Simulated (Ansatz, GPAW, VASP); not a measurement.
Ag: 4 runs at one level of theory

```
Ag
1.0
     0.00000    2.04275    2.04275
     2.04275    0.00000    2.04275
     2.04275    2.04275    0.00000
Ag
1
Direct
  0.00000 0.00000 0.00000
```

Alike in all runs: task single point; functional PBE; k mesh 11 × 11 × 11; occupations gaussian, width 0.015 eV; no spin polarisation; no spin-orbit coupling. Pressure is positive in compression and, in plane waves, holds the error of the finite cutoff, which Ansatz's Pulay term estimates and takes out.

```tsv
program and potentials	plane-wave cutoff (eV)	notes	pressure (GPa)
Ansatz, Ansatz PAW	420	19 valence electrons an atom on average; Pulay term of +0.07 GPa included	4.27
VASP, PBE PAW files Ag, 520 eV	520	11 valence electrons an atom on average	4.10
Ansatz, all-electron LAPW, scalar-relativistic	-	-	4.25
GPAW, GPAW PAW data sets (gpaw-data 1.2.1)	600	17 valence electrons an atom on average	4.20
```

The pressure spans 4.10 (VASP, PBE PAW files Ag, 520 eV) to 4.27 GPa (Ansatz, Ansatz PAW), with all-electron results at 4.25.

Differences between rows come from potentials, basis sets and numerical settings, since the functional is the same but for its coding. Runs on potential files found faulty are left out.
